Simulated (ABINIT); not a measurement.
The system is NaI.

```xyz
2
Lattice="0.0000 3.2364 3.2364 3.2364 0.0000 3.2364 3.2364 3.2364 0.0000" Properties=species:S:1:pos:R:3 pbc="T T T"
I     3.2364    3.2364    3.2364
Na    0.0000    0.0000    0.0000
```

Base run:

| Item | Value |
| --- | --- |
| Program | ABINIT 10.8.3 (patched build) |
| Functional | r2SCAN |
| Potentials or basis | JTH PAW PBE v2.0 |
| Cutoff | 1306 eV |
| k mesh | 7 × 7 × 7 |
| Occupations | fermi-dirac, width 0.05 eV |
| Spin | no spin polarisation |

Its results: band gap on the k mesh 4.42 eV, direct.

Problem. After a change of settings the same cell gave: band gap on the k mesh 5.48 eV, direct. Which change was it?
A. functional from r2SCAN to TB-mBJ; potentials or basis from JTH PAW PBE v2.0 to JTH PAW LDA v2.0
B. functional from r2SCAN to PBEsol; potentials or basis from JTH PAW PBE v2.0 to PseudoDojo NC SR PBEsol v0.4.1 standard; cutoff from 1306 eV to 1197 eV
C. functional from r2SCAN to PBE; cutoff from 1306 eV to 1088 eV; fine-grid cutoff from 1959.22 eV to 1687.11 eV

Solution. A.

Caveats: spin-orbit coupling is left out, which moves the levels of the heavy elements; the constant c of TB-mBJ comes from the pseudo density here, which moves gaps by up to 0.3 eV between sets of potentials (some runs).

Not every run made on this cell is shown here.
